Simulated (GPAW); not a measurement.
A run of GPAW 26.7.0:

Contents of run.py:

```python
from ase.dft.bandgap import bandgap
from ase.io import read, write
from ase.units import GPa
from gpaw import GPAW, PW

atoms = read('PtS2.xyz')

calc = GPAW(mode=PW(450),
            xc='MGGA_X_R2SCAN+MGGA_C_R2SCAN',
            kpts={'size': (7, 7, 4), 'gamma': True},
            occupations={'name': 'fermi-dirac', 'width': 0.05},
            nbands=26,
            maxiter=120,
            txt='gpaw.txt')
atoms.calc = calc
energy = atoms.get_potential_energy()
forces = atoms.get_forces()
stress = atoms.get_stress()
calc.write('gs.gpw')
write('result.traj', atoms)
print(f'Energy: {energy:.6f} eV')
print('Forces (eV/A):')
print(forces.round(4))
print('Stress (GPa):', (stress / GPa).round(3))
print('Fermi level:', round(calc.get_fermi_level(), 4), 'eV')
print(f'Gap: {bandgap(calc)[0]:.4f} eV, direct: {bandgap(calc, direct=True)[0]:.4f} eV')
```

File PtS2.xyz:

```xyz
3
Lattice="3.5432000000 0.0000000000 0.0000000000 -1.7716000000 3.0685012107 0.0000000000 0.0000000000 0.0000000000 5.0388000000" Properties=species:S:1:pos:R:3 pbc="T T T"
Pt     0.0000000000      0.0000000000      0.0000000000
S      1.7716000002      1.0228337368      3.8949924000
S     -0.0000000002      2.0456674739      1.1438076000
```

Potentials or basis: GPAW PAW data sets (gpaw-data 1.2.1), pw.

The run is started by

```sh
$ OMP_NUM_THREADS=1 python run.py
```

Hardware: 1 thread of Intel(R) Xeon(R) Processor @ 2.50GHz (Skylake/Cascade Lake), on a shared host.

Q: How long does it take, and how much memory?

A: Run time: 110 s on 1 thread of Intel(R) Xeon(R) Processor @ 2.50GHz (Skylake/Cascade Lake) (shared host), peak memory 0.29 GiB. Counts: scf iterations 9, plane waves 1204, bands 26, k points 28.
